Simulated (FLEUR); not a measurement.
# Au (Fm-3m) in FLEUR: a series of runs

Runs on Au. Level: PBE. Tasks: equation of state.

Program: FLEUR MaX-R8.1 (later development tree). These are calculated values, not measurements. Logs are shortened: lines on timing, memory, paths and dates and some standing lists are left out, and cuts for length are marked.

## 1. Starting point

The structure is cubic, space group Fm-3m (No. 225). Conventional cell: a = 4.070 Å, b = 4.070 Å, c = 4.070 Å, α = 90.00°, β = 90.00°, γ = 90.00°. Au (site symmetry m-3m) has 12 Au at 2.88 Å as nearest neighbours.

## 2. Equation of state, PBE, 15.84 Å³/atom (volume scaled by 0.94)

Input file inp.xml:

```xml
<?xml version="1.0" encoding="UTF-8" standalone="no"?>
<fleurInput fleurInputVersion="0.39">
   <comment>
      Au                                                                                                  
   </comment>
   <calculationSetup>
      <cutoffs Kmax="4.1" Gmax="12.7" GmaxXC="12.7" numbands="0"/>
      <scfLoop itmax="60" minDistance="0.00001" maxIterBroyd="15" imix="Anderson" alpha="0.05" precondParam="0.0" spinf="2.0" sdNocoIR="T"/>
      <coreElectrons ctail="T" frcor="F" kcrel="0" coretail_lmax="0"/>
      <xcFunctional name="pbe" relativisticCorrections="F"/>
      <magnetism jspins="1"/>
      <soc l_soc="F" theta="0.0" phi="0.0" spav="F"/>
      <expertModes spex="0" secvar="F"/>
      <geometryOptimization l_f="F" forcealpha="1.0" forcemix="BFGS" epsdisp="0.00001" epsforce="0.00001"/>
      <ldaU l_linMix="F" mixParam="0.05" spinf="1.0"/>
   </calculationSetup>
   <cell>
      <bzIntegration valenceElectrons="19.0" mode="hist" fermiSmearingEnergy="0.00183747">
         <kPointListSelection listName="default-1"/>
         <!-- k-points included here -->
         <xi:include xmlns:xi="http://www.w3.org/2001/XInclude" href="kpts.xml"> </xi:include>
      </bzIntegration>
      <!-- symmetry operations included here -->
      <xi:include xmlns:xi="http://www.w3.org/2001/XInclude" href="sym.xml"> </xi:include>
      <bulkLattice scale="0.9795861087">
         <bravaisMatrix>
            <row-1>    0.0000000000000000     3.8455926635609998     3.8455926635609998</row-1>
            <row-2>    3.8455926635609998     0.0000000000000000     3.8455926635609998</row-2>
            <row-3>    3.8455926635609998     3.8455926635609998     0.0000000000000000</row-3>
         </bravaisMatrix>
      </bulkLattice>
   </cell>
   <atomSpecies>
      <species name="Gold (Au)" element="Au" atomicNumber="79">
         <mtSphere radius="2.47" gridPoints="833" logIncrement="0.016"/>
         <atomicCutoffs lmax="10" lnonsphr="10"/>
         <electronConfig flipSpins="F">
            <coreConfig>(1s1/2) (2s1/2) (2p1/2) (2p3/2) (3s1/2) (3p1/2) (3p3/2) (4s1/2) (3d3/2) (3d5/2) (4p1/2) (4p3/2) (4d3/2) (4d5/2) (4f5/2) (4f7/2)</coreConfig>
            <valenceConfig>(5s1/2) (5p1/2) (5p3/2) (6s1/2) (5d3/2) (5d5/2)</valenceConfig>
            <stateOccupation state="(6s1/2)" spinUp="0.500000" spinDown="0.500000"/>
         </electronConfig>
         <energyParameters s="6" p="6" d="5" f="5"/>
         <lo type="SCLO" l="0" n="5" eDeriv="0"/>
         <lo type="SCLO" l="1" n="5" eDeriv="0"/>
         <lo type="SCLO" l="1" n="5" eDeriv="1"/>
         <lo type="SCLO" l="2" n="5" eDeriv="2"/>
         <lo type="SCLO" l="3" n="5" eDeriv="2"/>
      </species>
   </atomSpecies>
   <atomGroups>
      <atomGroup species="Gold (Au)">
         <relPos label="                   1">.0000000000 .0000000000 .0000000000</relPos>
         <force calculate="T" relaxXYZ="TTT"/>
      </atomGroup>
   </atomGroups>
   <output dos="F" band="F" slice="F">
      <checks vchk="F" cdinf="F"/>
      <bandDOS minEnergy="-.5*Htr" maxEnergy="0.5*Htr" sigma="0.015" storeEVData="T"/>
      <vacuumDOS vacdos="F" integ="F" star="F" nstars="0" locx1="0.0" locy1="0.0" locx2="0.0" locy2="0.0" nstm="0" tworkf="0.0"/>
      <unfoldingBand unfoldBand="F" supercellX="1" supercellY="1" supercellZ="1"/>
      <plotting iplot="0" polar="F">
         <plot TwoD="T" vec1="  1.0  0.0  0.0" vec2="  0.0  1.0  0.0" vec3="  0.0  0.0  1.0" zero="  0.0  0.0  0.0" file="plot"/>
      </plotting>
      <chargeDensitySlicing numkpt="0" minEigenval="0.0" maxEigenval="0.0" nnne="0" pallst="F"/>
      <specialOutput eonly="F"/>
      <moessbauerParams electricFieldGradient="T" isomerShift="T" coreHyperfine="T" valenceHyperfine="T"/>
      <magneticCircularDichroism mcd="F" energyLo="-10.0" energyUp="0.0"/>
   </output>
  <!-- We include the file relax.xml here to enable relaxations (see documentation) -->
  <xi:include xmlns:xi="http://www.w3.org/2001/XInclude" href="relax.xml"> <xi:fallback/> </xi:include>
</fleurInput>
```

Potentials or basis: all-electron, FLAPW.

Run with:

```bash
$ inpgen -f crystal.txt -profile fastHighL
$ # inp.xml edited to the form shown
$ fleur_MPI
```

The program printed:

```text
Welcome to FLEUR        (www.flapw.de)
      MaX-Release 8.1          (www.max-centre.eu)

 ========== k-point set info ==========
 Selected k-point list: default-1
 k-point list type: mesh
 11 x 11 x 11
 Number of k points: 56

 ------------Calculation Setup---------------------------
 Number of MPI-tasks      :            1
 Number of PE/node        :            1
 Number of OMP-threads    :            1
 Most efficient MPI parallelization for:
           1           2           4           7           8          14          28          56
 Additional eigenvalue parallelization possible
 Number of basis functions:          172
 Approximate size of matrices (H+S) per k-point:         0.000 GB
 --------------------------------------------------------
 Iteration:     1   Distance:      16.71677454 me/bohr^3
 Iteration:     2   Distance:      15.11270516 me/bohr^3
 Iteration:     3   Distance:       6.55624147 me/bohr^3
 Iteration:     4   Distance:       2.19556612 me/bohr^3
 Iteration:     5   Distance:       2.23711544 me/bohr^3
 Iteration:     6   Distance:       0.17443878 me/bohr^3
 Iteration:     7   Distance:       0.15476138 me/bohr^3
 Iteration:     8   Distance:       0.01816664 me/bohr^3
 Iteration:     9   Distance:       0.01215134 me/bohr^3
 Iteration:    10   Distance:       0.00199949 me/bohr^3
 Iteration:    11   Distance:       0.00007079 me/bohr^3
 Iteration:    12   Distance:       0.00009271 me/bohr^3
 Iteration:    13   Distance:       0.00000531 me/bohr^3

 ********************************************************************
 Run finished successfully
 Stop message:
   all done
 ********************************************************************
```

out.xml (last iteration):

```text
<iteration numberForCurrentRun="   13" overallNumber="   13">
         <energyParameters units="Htr">
            <atomicEP atomType="1" spin="1" branch="6s" branchLowest="-3.37" branchHighest="1.63" value="0.3132485167"/>
            <atomicEP atomType="1" spin="1" branch="6p" branchLowest="-1.56" branchHighest="2.58" value="0.4876809755"/>
            <atomicEP atomType="1" spin="1" branch="5d" branchLowest="-11.34" branchHighest="0.58" value="0.3606551992"/>
            <atomicEP atomType="1" spin="1" branch="5f" branchLowest="-2.38" branchHighest="2.67" value="0.7827544824"/>
            <loAtomicEP atomType="1" spin="1" branch="5s" branchLowest="-26.17" branchHighest="-3.37" value="-3.3731849904"/>
            <loAtomicEP atomType="1" spin="1" branch="5p" branchLowest="-19.42" branchHighest="-1.56" value="-1.6322793893"/>
            <loAtomicEP atomType="1" spin="1" branch="5p" branchLowest="-19.42" branchHighest="-1.56" value="-1.6322793893"/>
            <loAtomicEP atomType="1" spin="1" branch="5d" branchLowest="-11.34" branchHighest="0.58" value="0.3433379427"/>
            <loAtomicEP atomType="1" spin="1" branch="5f" branchLowest="-2.38" branchHighest="2.67" value="0.7827466318"/>
         </energyParameters>
         <eigenvalues>
            <eigenvaluesAt spin="1" ikpt="1" k_x="0.00000000" k_y="0.00000000" k_z="0.00000000">
                      -3.3738170690       -1.5820150315       -1.5820150315       -1.5820150315        0.1208030965
                       0.3252662892        0.3252662892        0.3252662892        0.3887680237        0.3887680237
                       1.0397289199        1.2019903564        1.2019903564        1.2019903564        1.3933377726
            </eigenvaluesAt>
            <eigenvaluesAt spin="1" ikpt="2" k_x="0.00000000" k_y="0.00000000" k_z="0.09090909">
                      -3.3737662159       -1.5828817368       -1.5821433934       -1.5821433934        0.1320799210
                       0.3214281413        0.3291975954        0.3291975954        0.3870173042        0.3870173042
                       1.0538095694        1.1434389247        1.2167732441        1.2167732441        1.4320595295
            </eigenvaluesAt>
            <eigenvaluesAt spin="1" ikpt="3" k_x="0.00000000" k_y="0.00000000" k_z="0.18181818">
                      -3.3736308888       -1.5852016601       -1.5824904131       -1.5824904131        0.1628317600
                       0.3150888363        0.3362734238        0.3362734238        0.3870072141        0.3870072141
                       1.0322327900        1.0868703669        1.2550409335        1.2550409335        1.3503210167
            </eigenvaluesAt>
            <eigenvaluesAt spin="1" ikpt="4" k_x="0.00000000" k_y="0.00000000" k_z="0.27272727">
                      -3.3734528418       -1.5882202088       -1.5829430708       -1.5829430708        0.1990105716
                       0.3242475953        0.3356741805        0.3356741805        0.3998798640        0.3998798640
                       0.9089316734        1.0797651581        1.2721804301        1.2721804301        1.3394706746
            </eigenvaluesAt>
         </eigenvalues>
         <bandgap value="0.1156753294" units="eV"/>
         <sumValenceSingleParticleEnergies value="-12.4860217442" units="Htr"/>
         <FermiEnergy value="0.5123512109" units="Htr"/>
         <valenceDensity>
            <mtCharges spin="1">
               <mtCharge atomType="1" total="17.4481821" s="2.4954951" p="6.3288069" d="8.5707130" f="0.0412334"/>
            </mtCharges>
            <spinDependentCharge spin="1" total="19.0000000" interstitial="1.5518179" mtSpheres="17.4481821"/>
            <totalCharge value="19.0000000000"/>
         </valenceDensity>
         <coreStates atomType="     1" atomicNumber=" 79" spin="1" kinEnergy="  21655.0929318910" eigValSum=" -11687.6271177565" lostElectrons=" 0.000197">
            <state n="1" l="0" j="0.5" energy="-2963.5077609350" weight="1.0000000000"/>
            <state n="2" l="0" j="0.5" energy="-521.9636085181" weight="1.0000000000"/>
            <state n="2" l="1" j="0.5" energy="-500.4257708974" weight="1.0000000000"/>
            <state n="2" l="1" j="1.5" energy="-432.9556277073" weight="2.0000000000"/>
            <state n="3" l="0" j="0.5" energy="-122.7311491184" weight="1.0000000000"/>
            <state n="3" l="1" j="0.5" energy="-113.0659488414" weight="1.0000000000"/>
[... 8 lines left out ...]
            <state n="4" l="3" j="2.5" energy="-2.4585301754" weight="3.0000000000"/>
            <state n="4" l="3" j="3.5" energy="-2.3183842255" weight="4.0000000000"/>
         </coreStates>
         <allElectronCharges>
            <spinDependentCharge spin="1" total="79.0000000" interstitial="1.5520104" mtSpheres="77.4479896"/>
            <totalCharge value="78.9999999987"/>
         </allElectronCharges>
         <moessbauerParams unitsHFF="kG" unitsIS="e/bohr^3" unitsEFG="Htr/bohr^2">
            <coreIsomerShift atomType="1" isTotal="2314858.02064">
               <shell n="1" l="0" isomerShift="1917397.52242"/>
               <shell n="2" l="0" isomerShift="287529.33402"/>
               <shell n="2" l="1" isomerShift="20715.23047"/>
               <shell n="3" l="0" isomerShift="65828.54286"/>
               <shell n="3" l="1" isomerShift="5316.43191"/>
               <shell n="4" l="0" isomerShift="16740.16343"/>
               <shell n="3" l="2" isomerShift="0.00218"/>
               <shell n="4" l="1" isomerShift="1330.79276"/>
               <shell n="4" l="2" isomerShift="0.00058"/>
               <shell n="4" l="3" isomerShift="0.00000"/>
            </coreIsomerShift>
            <isomerShift atomType="1" nucleusRadius="0.0001374" averageDensity="2318326.06961"/>
            <electricFieldGradient atomType="1" VXX="0.00000" VYY="0.00000" VZZ="0.00000" asymParam="0.00000">
            </electricFieldGradient>
         </moessbauerParams>
         <totalEnergy                                    value="   -19047.9241872058" units="Htr">
            <sumOfEigenvalues                            value="   -11700.1131395008">
               <coreElectrons value="-11687.6271177565"/>
               <valenceElectrons value="-12.4860217442"/>
            </sumOfEigenvalues>
            <densityCoulombPotentialIntegral value="-33111.0718258238"/>
            <densityEffectivePotentialIntegral value="-33589.5407512625"/>
            <chargeDenXCDenIntegral value="-365.5944606071"/>
            <FockExchangeEnergyValence value="0.0000000000"/>
            <FockExchangeEnergyCore value="0.0000000000"/>
            <atomTypeDependentContributions atomType="1">
               <electronNucleiInteractionDifferentMTs value="23972.6312699514"/>
               <MadelungTerm value="-43.5901554972"/>
            </atomTypeDependentContributions>
            <tkbTimesEntropy value="0.0000836205"/>
            <freeEnergy value="-19047.9242708264"/>
            <extrapolationTo0K value="-19047.9242290161"/>
         </totalEnergy>
         <densityConvergence units="me/bohr^3">
            <chargeDensity spin="1" distance="0.0000053088"/>
         </densityConvergence>
      </iteration>
```

Run time: 12 s. Hardware: 1 thread of Arm Neoverse V1, shared host; peak memory 0.06 GiB.

What came out:

```
Free energy                                           : -518320.4245 eV
Band gap on the k mesh                                : none (metal or under the smearing width)
Valence electrons inside the program's atomic spheres : Au 17.45 (radii Au 2.47 bohr)
```

## 3. Equation of state, PBE, 16.18 Å³/atom (volume scaled by 0.96)

inp.xml: that of step 2 with these lines changed.

```diff
@@ -24,3 +24,3 @@
       <xi:include xmlns:xi="http://www.w3.org/2001/XInclude" href="sym.xml"> </xi:include>
-      <bulkLattice scale="0.9795861087">
+      <bulkLattice scale="0.9864848297">
          <bravaisMatrix>
```

Potentials or basis: all-electron, FLAPW.

Run with:

```bash
$ inpgen -f crystal.txt -profile fastHighL
$ # inp.xml edited to the form shown
$ fleur_MPI
```

Wall time 13 s (1 thread of Arm Neoverse V1, shared host); peak memory 0.06 GiB.

It converged, with:

```yaml
Free_energy: -518320.4723 eV
Band_gap_on_the_k_mesh: none (metal or under the smearing width)
Valence_electrons_inside_the_program's_atomic_spheres: Au 17.42 (radii Au 2.47 bohr)
```

## 4. Equation of state, PBE, 16.85 Å³/atom

inp.xml: that of step 3 with these lines changed.

```diff
@@ -24,3 +24,3 @@
       <xi:include xmlns:xi="http://www.w3.org/2001/XInclude" href="sym.xml"> </xi:include>
-      <bulkLattice scale="0.9864848297">
+      <bulkLattice scale="1.0000000000">
          <bravaisMatrix>
```

Run with:

```bash
$ inpgen -f crystal.txt -profile fastHighL
$ # inp.xml edited to the form shown
$ fleur_MPI
```

Run time: 13 s. Hardware: 1 thread of Arm Neoverse V1, shared host; peak memory 0.06 GiB.

Results (log left out):

| Property | Result |
| --- | --- |
| Free energy | -518320.5363 eV |
| Band gap on the k mesh | none (metal or under the smearing width) |
| Valence electrons inside the program's atomic spheres | Au 17.36 (radii Au 2.47 bohr) |

## 5. Equation of state, PBE, 17.53 Å³/atom (volume scaled by 1.04)

inp.xml: that of step 4 with these lines changed.

```diff
@@ -24,3 +24,3 @@
       <xi:include xmlns:xi="http://www.w3.org/2001/XInclude" href="sym.xml"> </xi:include>
-      <bulkLattice scale="1.0000000000">
+      <bulkLattice scale="1.0131594038">
          <bravaisMatrix>
```

Run with:

```bash
$ inpgen -f crystal.txt -profile fastHighL
$ # inp.xml edited to the form shown
$ fleur_MPI
```

It took 14 s on 1 thread of Arm Neoverse V1, shared host; peak memory 0.06 GiB.

Results (log left out):

- Free energy: -518320.5663 eV
- Band gap on the k mesh: none (metal or under the smearing width)
- Valence electrons inside the program's atomic spheres: Au 17.32 (radii Au 2.47 bohr)

## 6. Equation of state, PBE, 17.87 Å³/atom (volume scaled by 1.06)

inp.xml: that of step 5 with these lines changed.

```diff
@@ -24,3 +24,3 @@
       <xi:include xmlns:xi="http://www.w3.org/2001/XInclude" href="sym.xml"> </xi:include>
-      <bulkLattice scale="1.0131594038">
+      <bulkLattice scale="1.0196128224">
          <bravaisMatrix>
```

Potentials or basis: all-electron, FLAPW.

Run with:

```bash
$ inpgen -f crystal.txt -profile fastHighL
$ # inp.xml edited to the form shown
$ fleur_MPI
```

It took 14 s on 1 thread of Arm Neoverse V1, shared host; peak memory 0.06 GiB.

It converged, with:

```
Free energy                                           : -518320.5709 eV
Band gap on the k mesh                                : none (metal or under the smearing width)
Valence electrons inside the program's atomic spheres : Au 17.30 (radii Au 2.47 bohr)
```

## 7. Equation of state, PBE

Potentials or basis: all-electron, FLAPW.

This step only gathers the single runs of the series.

Results:

```
Equilibrium volume : 17.96 Å³/atom (rough: see the caveat)
Bulk modulus       : 143 GPa (rough)
```

Energy against volume, from the lowest point:
```csv
volume (Å³/atom),energy (meV/atom)
15.843,146.37
16.181,98.57
16.855,34.60
17.529,4.54
17.866,0.00
```

Caveat: the minimum lies outside the volumes run.
